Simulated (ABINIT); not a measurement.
ZnSe (Stilleite):

```
CELL_PARAMETERS angstrom
0.00000 2.83380 2.83380
2.83380 0.00000 2.83380
2.83380 2.83380 0.00000
ATOMIC_POSITIONS crystal
Se 0.75000 0.75000 0.75000
Zn 0.00000 0.00000 0.00000
```

Program: ABINIT 10.8.3 (patched build). Alike in all runs: potentials or basis JTH PAW PBE v2.0; no spin polarisation; cell as given; cutoff (eV) 544; smearing fermi-dirac 0.05 eV. Hardware: 1 thread of Arm Neoverse V2 (shared host).

Question: Order these runs on this cell by their wall time, lowest first.
A. task single point; level PBE; k mesh 5 × 5 × 5; mesh quality not flagged
B. task band structure; level OLYP; k mesh 8 × 8 × 8; mesh quality not flagged
C. task single point; level PBE; k mesh 3 × 3 × 3; mesh quality coarse

Answer: C (7.5 s), A (17 s), B (65 s).

Caveats: some runs use coarse meshes.
